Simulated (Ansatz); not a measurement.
**What a trial cell of Be₂S₃ relaxes into**

Level of theory: DFT PBE, scalar-relativistic, plane waves, PAW (Ansatz). Cutoff 420 eV, Γ-centred k mesh, Gaussian smearing, no spin polarisation in the final step.

The start is a random cell of Be₂S₃ with space group Pmm2 (No. 25), drawn with lower limits on the distances.

```xyz
5
Lattice="4.7633 0.0000 0.0000 0.0000 4.9206 0.0000 0.0000 0.0000 3.5792" Properties=species:S:1:pos:R:3 pbc="T T T"
Be    0.0000    0.0000    0.0000
Be    2.3817    2.4603    2.3861
S     1.2618    0.0000    0.7011
S     3.5015    0.0000    0.7011
S     0.0000    2.4603    2.6844
```

Steps on the 4×4×6 mesh (5 atoms). 12 of 20 steps are shown, and the free energy counts from the last. Trial steps that were taken back and renewals of the plane-wave basis can be among the rows.

| step | ΔF (meV/atom) | V (Å³/atom) | P (GPa) | largest force component (eV/Å) |
| --- | --- | --- | --- | --- |
| 1 | 2268.2 | 16.78 | 32.71 | 20.131 |
| 3 | 907.9 | 17.95 | 4.72 | 5.650 |
| 4 | 611.4 | 17.24 | 0.68 | 2.097 |
| 6 | 385.3 | 16.27 | 2.15 | 1.151 |
| 8 | 194.5 | 16.39 | 5.07 | 1.192 |
| 10 | 97.1 | 17.46 | 2.51 | 0.840 |
| 11 | 72.7 | 18.16 | 0.37 | 0.298 |
| 13 | 62.3 | 18.40 | -0.15 | 0.043 |
| 15 | 21.9 | 18.35 | 1.34 | 0.023 |
| 17 | 4.7 | 19.23 | 0.47 | 0.130 |
| 18 | 1.4 | 19.83 | 0.23 | 0.109 |
| 20 | 0.0 | 20.24 | 0.03 | 0.016 |

A final relaxation ran on a 12×8×6 mesh. The relaxed crystal, Pmm2 (No. 25):

Space group Pmm2 (No. 25). a = 3.394 Å, b = 5.022 Å, c = 6.109 Å, α = 90.00°, β = 90.00°, γ = 90.00°
```tsv
atom	site	symmetry	x	y	z
Be	1a	mm2	0.0000	0.0000	0.9893
Be	1d	mm2	0.5000	0.5000	0.6687
S	2g	m..	0.0000	0.2468	0.6865
S	1c	mm2	0.5000	0.0000	0.1605
```

* Volume per atom: 20.8 Å³
* Density: 1.8 g/cm³
* Energy over the elements: -0.29 eV/atom
* Gap on the 12×8×6 mesh: 0 eV (a metal)

The zero of energy is the elements' standard structures at the same level; no fitted shifts are applied.

The final run used a 12×8×6 mesh on its 5-atom cell and 0.10 eV smearing. The k mesh leaves about 4 meV/atom of noise in metals. Weakly bound directions are ill-defined at this level, which has no dispersion term.

Symmetry constrained the relaxation, so the result can be a saddle point.

Cost: 3 runs of about 4.2 core-minutes in all, on Arm Neoverse V2 (shared hosts).